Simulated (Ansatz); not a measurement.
## Elastic constants of Zr: input and output

The calculation used Ansatz 0.2.0, DFT PBE, scalar-relativistic, plane waves, PAW.

Launched with:
```bash
ansatz run input.yaml --threads 1 --pin off --max-ram 3072MiB --backend cpu --events-out ev --progress --plain --runs-dir out
```

Input (bare energies are in eV):
```yaml
crystal:
  lattice:
    - [3.2284154688, 0.0, 0.0]
    - [-1.6142077344, 2.7958898099, 0.0]
    - [0.0, 0.0, 5.1924015353]
  atoms:
    - { symbol: Zr, position: [0.3333333333, 0.6666666667, 0.25] }
    - { symbol: Zr, position: [0.6666666667, 0.3333333333, 0.75] }
basis:
  ecutwfc: 420
kpoints:
  mp_grid: { grid: [18, 18, 8] }
hamiltonian:
  xc: pbe
scf:
  occupations: { method: fermi_dirac, width: 0.15 }
output:
  forces: true
  stress: true
  eigenvalues: true
elastic:
  mode: relaxed_ion
  amplitude: 0.005
```

From the output:
```
--- Elastic constants: 3 strain directions × 4 members + reference (group order 24) ---
  dense FFT box of the reference and of every strained cell: 24×24×36
  strains applied: 11, 33, 23; error gains: componentwise 1.00 (the most a stress slope's error grows in a printed constant), spectral 1.41 (1 for all six strains in a standard setting)
  C = ∂σ_k/∂η_j (tension-positive GPa; Voigt order 11 22 33 23 13 12):
       125.068     79.092     66.213      0.000      0.000      0.000
        79.092    125.068     66.213      0.000      0.000      0.000
        66.209     66.209    158.743      0.000      0.000      0.000
         0.000      0.000      0.000     23.287      0.000      0.000
         0.000      0.000      0.000      0.000     23.287      0.000
        -0.000      0.000      0.000      0.000      0.000     22.988
  reference stress σ⁰ (GPa):     -0.001     -0.001      0.000     -0.000     -0.000     -0.000
  C* (energy form; C + prestress term) asymmetry max|C*_kj − C*_jk| = 2.423e-3 GPa — a small one proves nothing (zero by symmetry where the batch's group is 432, −43m or m−3m); a large one is finite-difference/SCF noise where every solve ...
  moduli (Voigt/Reuss/Hill, GPa): K = 92.43/92.06/92.25   G = 27.07/25.47/26.27   E = 71.97   ν = 0.370
  mechanically stable: yes (min eigenvalue of sym C = 22.99 GPa)
  harmonic check of the ions' relaxations: strain 23: 1 pair too noisy to judge
  the stresses are not corrected for the forces that the relaxations left standing (`elastic.f_tol`)
  strain η (Voigt 11):  stress-route row diagonal C_11 = 125.07 GPa, energy-path curvature d²(F+E_count+ΔE)/dδ²/Ω₀ = 125.07 GPa
    cells at ±δ against ±2δ: C11 125.01 and 124.84 GPa, apart by 0.14 % of the column's largest entry
         δ    σ_11 (GPa) F (eV) n_scf n_hpsi n_pw
    -1.000e-2      -1.2772       -8367.7493874      11  152749    933   relax 4 steps, max|allowed force component| 1.63e-6 eV/Å
    -5.000e-3      -0.6332       -8367.7507835      11  152547    941   relax 3 steps, max|allowed force component| 1.17e-6 eV/Å
     5.000e-3       0.6169       -8367.7507946      11  152979    950   relax 3 steps, max|allowed force component| 5.99e-6 eV/Å
     1.000e-2       1.2197       -8367.7494495      11  152993    950   relax 3 steps, max|allowed force component| 1.69e-5 eV/Å
  strain η (Voigt 33):  stress-route row diagonal C_33 = 158.74 GPa, energy-path curvature d²(F+E_count+ΔE)/dδ²/Ω₀ = 158.74 GPa
    cells at ±δ against ±2δ: C23 66.23 and 66.28 GPa, apart by 0.03 % of the column's largest entry
         δ    σ_33 (GPa) F (eV) n_scf n_hpsi n_pw
    -1.000e-2      -1.6360       -8367.7488765       7   58132    935   relax 0 steps, max|allowed force component| 8.33e-17 eV/Å
    -5.000e-3      -0.8056       -8367.7506593       4   45887    941   relax 0 steps, max|allowed force component| 7.86e-17 eV/Å
     5.000e-3       0.7818       -8367.7506716       4   43903    966   relax 0 steps, max|allowed force component| 5.55e-17 eV/Å
     1.000e-2       1.5386       -8367.7489712       6   48913    966   relax 0 steps, max|allowed force component| 6.94e-17 eV/Å
  strain η (Voigt 23):  stress-route row diagonal C_44 = 23.29 GPa, energy-path curvature d²(F+E_count+ΔE)/dδ²/Ω₀ = 23.29 GPa
    cells at ±δ against ±2δ: C24 -0.04 and 0.00 GPa, apart by 0.17 % of the column's largest entry
         δ    σ_23 (GPa) F (eV) n_scf n_hpsi n_pw
    -1.000e-2      -0.2325       -8367.7509061      11  234022    941   relax 3 steps, max|allowed force component| 3.26e-5 eV/Å
    -5.000e-3      -0.1164       -8367.7511610      11  233490    941   relax 2 steps, max|allowed force component| 4.20e-5 eV/Å
     5.000e-3       0.1164       -8367.7511610      11  233698    941   relax 2 steps, max|allowed force component| 3.69e-5 eV/Å
     1.000e-2       0.2325       -8367.7509061      11  233827    941   relax 3 steps, max|allowed force component| 3.26e-5 eV/Å
```

Time: 6.6 min on 1 thread of Intel(R) Xeon(R) 6975P-C (Granite Rapids), with other jobs on the host, peak memory 0.84 GiB.

In a metal, frequencies and elastic constants depend on the k mesh and the smearing, soft modes and shear constants most.